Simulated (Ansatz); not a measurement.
**Cold compression of Hf (bcc type)**

```xyz
1
Lattice="-1.7740 1.7740 1.7740 1.7740 -1.7740 1.7740 1.7740 1.7740 -1.7740" Properties=species:S:1:pos:R:3 pbc="T T T"
Hf    0.0000    0.0000    0.0000
```

The cell comes from a relaxation on PAW files under the same functional, begun from a prototype that needn't be the stable phase.

Its volume is scaled at fixed shape and fractional positions.

All numbers are PBE results (scalar-relativistic) from Ansatz 0.2.0, with a Γ-centred 17×17×17 k mesh, Fermi–Dirac smearing of 0.08 eV, no spin polarisation. Methods: LAPW: all electrons, basis error target 1 meV/atom; PAW: frozen-core files, cutoff 420 eV; crystal datasets: all electrons, by PAW datasets that the program makes for each cell; norm-conserving: pseudopotentials, cutoff 1143 eV; PAW (core large): files with a larger core, cutoff 420 eV.

Energies are extrapolated to zero smearing and count from the unscaled cell; pressure is positive in compression; gaps take the mesh and a band path. No temperature or zero-point motion is included.

Spin–orbit coupling is left out, which matters for the heavy atoms.

```tsv
V/V0	V (Å³/atom)	P LAPW (GPa)	ΔE LAPW (eV/atom)	P PAW − LAPW (GPa)	ΔE PAW − LAPW (meV/atom)
1.00	22.33	0.01	0.000	-0.02	0.0
0.95	21.22	5.55	0.017	-0.03	-0.1
0.85	18.98	20.8	0.190	-0.03	-0.6
0.75	16.75	45.6	0.634	-0.04	-1.0
0.65	14.52	87.1	1.531	-0.13	-2.0
0.55	12.28	165.4	?	-0.22	-4.3
0.45	10.05	?	6.521	-0.57	-9.4
0.40	8.93	486.7	9.311	-1.04	-14.9
```

Task: Give the missing entry: row "0.45", column "P LAPW (GPa)".

Result: 329.3.

Task: Give the missing entry: row "0.55", column "ΔE LAPW (eV/atom)".

Result: 3.219.

Task: Fit the Vinet equation to the LAPW pressures over the whole range, with residuals weighted by 1/(|P| + 0.03·Pmax).

Result: V0 = 22.42 Å³/atom, B0 = 83 GPa and B0′ = 4.41, and the fit misses no point by more than 17 GPa. A fit over so wide a range pins B0 less well than one near rest.

Task: From the table, what is the rise of the enthalpy H = E + pV up to the last row, and how stiff is the crystal between the last two rows?

Result: ΔH = 9.311 eV + (486.7 GPa × 8.93 Å³ − 0.01 GPa × 22.33 Å³) × 0.006242 eV/(GPa·Å³) = 36.45 eV/atom, of which pV makes 74 %. The mean bulk modulus there is −ΔP/Δln V = 1340 GPa.

Task: At the smallest volume, how far do crystal datasets and norm-conserving and PAW (core large) lie from LAPW in pressure?

Result: crystal datasets: 0.00 GPa; norm-conserving: -1.71 GPa; PAW (core large): -1.04 GPa, on a LAPW pressure of 486.7 GPa.

Task: How do the Löwdin populations by LAPW change from the unscaled cell to the last row?

Result: Hf 5s 1.96 → 1.81, Hf 6s 0.81 → 0.38, Hf 5p 5.98 → 5.71, Hf 5d 3.20 → 4.14, Hf 4f 14.00 → 13.95 electrons an atom. These are projections on the shells that the free atoms fill; 0.06 e a cell lies outside them at the start and 0.02 e at the end.
